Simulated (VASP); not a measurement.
# GaN: kinetic-energy density

GaN, P6_3mc (no. 186), 4 atoms in the cell. PBE; PAW potentials Ga_d, N (PBE set).

## Input

INCAR:
```
SYSTEM = GaN
PREC = Accurate ; ENCUT = 520
EDIFF = 1E-7 ; ISMEAR = 0
SIGMA = 0.02 ; LREAL = .FALSE.
LASPH = .TRUE. ; ALGO = Normal
NELM = 100 ; ISIF = 2
LWAVE = .FALSE. ; LCHARG = .TRUE.
LTAU = .TRUE.
```

KPOINTS:
```
k-points
0
Gamma
  8 8 5
```

POSCAR:
```
GaN
1.0
    3.1800000000      0.0000000000      0.0000000000
   -1.5900000000      2.7539607840      0.0000000000
    0.0000000000      0.0000000000      5.1660000000
Ga N
2 2
Direct
    0.6666666667      0.3333333333      0.5000000000
    0.3333333333      0.6666666667      0.0000000000
    0.6666666667      0.3333333333      0.8750000000
    0.3333333333      0.6666666667      0.3750000000
```

Commands:
```
cat potpaw_PBE.64/Ga_d/POTCAR potpaw_PBE.64/N/POTCAR > POTCAR
mpirun -np 1 vasp_std > vasp.out
```

## Result

- Kinetic energy of the pseudo orbitals (eV): 489.84

VASP 6.6.1 took 32 s on 1 core (Intel Xeon Platinum 8488C (Sapphire Rapids)), a shared host.
